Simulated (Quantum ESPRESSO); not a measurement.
WC (Qusongite) in Quantum ESPRESSO: the effect of target pressure

The system is WC (Qusongite).

```
W C
1.0
     2.90650    0.00000    0.00000
    -1.45325    2.51710    0.00000
     0.00000    0.00000    2.83660
W C
1 1
Direct
  0.00000 0.00000 0.00000
  0.66667 0.33333 0.50000
```

Alike in all runs:

- Program: Quantum ESPRESSO 7.5
- Task: relaxation of cell and atoms
- Functional: PBEsol
- Potentials or basis: GBRV 1.5 PBEsol
- Cutoff: 871 eV
- Density cutoff: 7007 eV
- k mesh: 10 × 10 × 9
- Occupations: fermi-dirac, width 0.05 eV
- Spin: no spin polarisation

Each run relaxes the cell or the atoms first.

Task: One run gave: relaxed volume 10.07 Å³/atom. Which target pressure did it use?
A. 5 GPa
B. 10 GPa
C. 0 GPa
D. 30 GPa
E. 2 GPa

Result: B.

| target pressure | relaxed volume (Å³/atom) |
| --- | --- |
| 0 GPa | 10.31 |
| 2 GPa | 10.26 |
| 5 GPa | 10.18 |
| 10 GPa | 10.07 |
| 20 GPa | 9.86 |
| 30 GPa | 9.67 |
